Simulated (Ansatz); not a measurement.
# Which site? S in place of P in the unslipped end of a generalised stacking fault on (111) (glide set) of a GaP-AlP solid solution (72 atoms): runs compared

At which site of the unslipped end of a generalised stacking fault on (111) (glide set) of a GaP-AlP solid solution (72 atoms) does S in place of P cost least, and what about the site decides it?

Computed with Ansatz 0.2.0: Kohn-Sham DFT, revPBE, PAW (set soft_2), plane waves.

## (1) The cell as built

The cell holds 72 atoms: 18 Al, 36 P and 18 Ga. Cell: a = 6.683 Å, b = 11.576 Å, c = 19.103 Å, α = 90.0°, β = 90.0°, γ = 90.0°. It derives from GaP and AlP. Zinc-blende GaP lattice (a = 5.4569 Å, the value set for the mixture), cell with z along [111], 1 x 3 x 2 periods; the third cell vector is tilted by 0.000 of 1/2[11-2] and lengthened by 0.2 Å, so the stacking has no slip (glide set); displaced by a Gaussian of 0.01 Å; 18 of 36 Ga sites given to Al at random (lattice constant by Vegard's rule between GaP and AlP).

## (2) The reference run

The reference is a single point at the end of the relaxation.

Every defect cell starts from the geometry of this run and is relaxed in the fixed cell.

Its input, with most atom lines left out:

```yaml
crystal:
  lattice:
    - [6.68331, 0.0, 0.0]
    - [0.0, 11.57583, 0.0]
    - [0.0, 0.0, 19.10326]
  atoms:
    - { symbol: Al, position: [0.49992, 0.16678, 0.01568] }
    - { symbol: P, position: [0.49961, 0.16649, 0.14003] }
    - { symbol: Ga, position: [0.83288, 0.16666, 0.18266] }
    - { symbol: P, position: [0.83251, 0.16679, 0.30709] }
    - { symbol: Ga, position: [0.9997, 0.99975, 0.01604] }
    - { symbol: P, position: [0.00068, 0.99971, 0.14065] }
    - { symbol: Al, position: [0.33385, 0.00015, 0.18247] }
    [... atom lines 8 to 72 left out ...]
kpoints:
  mp_grid: { grid: [2, 1, 1] }
hamiltonian:
  xc: revpbe
scf:
  occupations: { method: fermi_dirac, width: 0.025 }
output:
  forces: true
  stress: true
  populations: intrinsic
  dos:
    method: { smearing: { sigma: 0.15 } }
    de: 0.1
    projected: { site_lists: { Al: [Al], Ga: [Ga], P: [P] } }
  eigenvalues: true
  write_density: true
  write_potential: true
  volumetric_format: npy
```

```
free energy per atom   : -1461.1500 eV/atom
r.m.s. force component : 0.00739 eV/Å
pressure               : 2.989 GPa
```

Filled and empty levels are parted by 1.65 eV on the run's k-points; the mesh holds the band edges only if they fold onto it, so the gap at this level can be narrower or closed, while semilocal functionals tend to narrow gaps against experiment.

## (3) The runs

Each row is one run, on 4 threads of Arm Neoverse V1, shared host. The free energy is the program's total, comparable only between runs with the same functional, potentials and atoms.

| run | atoms | outcome | ionic steps, all passes | free energy (eV) | time | host memory (GiB) |
| --- | --- | --- | --- | --- | --- | --- |
| Single point at the start | 72 | converged | - | -105201.979 | 25 s | 4.5 |
| Relaxation | 72 | converged | 3 | -105202.798 | 61 s | 4.5 |
| Single point at the relaxed geometry | 72 | converged | - | -105202.798 | 56 s | 4.5 |
| S on a site of P, site P14 | 72 | converged | 4 | -105348.935 | 2.1 min | 4.6 |
| S on a site of P, site P16 | 72 | converged | 5 | -105348.870 | 2.5 min | 4.6 |
| S on a site of P, site P54 | 72 | converged | 4 | -105348.983 | 2.1 min | 4.6 |
| S on a site of P, site P44 | 72 | converged | 4 | -105348.937 | 2 min | 4.6 |

Local excerpt of 10 atoms (numbers count through the whole input) about site P54, the cheapest one, after relaxation; x, y, z are measured from there.

| atom | x | y | z | distance (Å) | bonds |
| --- | --- | --- | --- | --- | --- |
| S54 | 0.02 | 0.00 | 0.01 | 0.02 | 4 |
| Al1 | -1.13 | -1.96 | 0.83 | 2.41 | 4 |
| Al11 | -1.13 | 1.96 | 0.83 | 2.41 | 4 |
| Al15 | 2.27 | 0.00 | 0.86 | 2.43 | 4 |
| Ga53 | -0.03 | 0.00 | -2.54 | 2.54 | 4 |
| P32 | 0.01 | -3.84 | 0.00 | 3.84 | 4 |
| P68 | 0.01 | 3.84 | 0.00 | 3.84 | 4 |
| P56 | -3.34 | -1.91 | -0.01 | 3.84 | 4 |
| P70 | -3.34 | 1.91 | 0.00 | 3.85 | 4 |
| P56 | 3.35 | -1.91 | -0.01 | 3.85 | 4 |

The column of bonds counts only the pairs P-Al within 2.77 Å, P-Ga within 2.77 Å, Al-S within 2.83 Å, Ga-S within 2.93 Å; other neighbours, such as metal atoms beside each other in a compound, aren't counted, and periodic images can show an atom twice.

## (4) The sites compared

All these cells hold the same atoms, so their energies can be compared with no chemical potential.

| site | neighbours | mean distance (Å) | atoms within 6 Å | energy over the best site (eV) | before relaxation (eV) | gain on relaxing (eV) |
| --- | --- | --- | --- | --- | --- | --- |
| P54 | Al3Ga | 2.37 | 46 | 0.00 | 0.00 | 0.16 |
| P44 | Al2Ga2 | 2.37 | 46 | 0.05 | 0.05 | 0.16 |
| P14 | Al2Ga2 | 2.37 | 45 | 0.05 | 0.06 | 0.17 |
| P16 | AlGa3 | 2.37 | 46 | 0.11 | 0.11 | 0.16 |

Neighbours are those of the relaxed host within 2.77 Å (P-Al), 2.77 Å (P-Ga); other pairs aren't counted.

## (5) Outcome

The cheapest site is P54 (4 neighbours, Al3Ga); the dearest, P16 (4 neighbours, AlGa3), costs 0.11 eV more. The make-up of the first shell tracks the energy: each Al neighbour changes it by about -0.06 eV, over 3 kinds of shell. Relaxation gains 0.16 to 0.17 eV and leaves the best site the same.

Caveats: Defects are neutral and interact with their images. Only 4 of the 36 P sites were tried; unless symmetry makes the others alike to these, a cheaper one may exist. The change leaves an odd electron count, and these runs have no spin polarisation. The stress is far from hydrostatic: its diagonal is 2.8, 4.6, 1.6 GPa, compression counted positive. Atoms were free to move along the slip, so the relaxation can undo part or all of it. The host structure and its lattice constant were typed by rule, without a check against the phase diagram. The pressure of 3.0 GPa says that the cell would expand at this level of theory.

The DFT runs together took 11 min of wall time.

[Logs are printed without paths, hosts, clocks, repeated set-up lines and the standing remarks that a program may print on its own settings, such as how far it seeks lower states.]

[Hosts, paths, dates, database ids (printed as entryN), source tags and the programs' standing remarks are cut or masked in the printed files.]
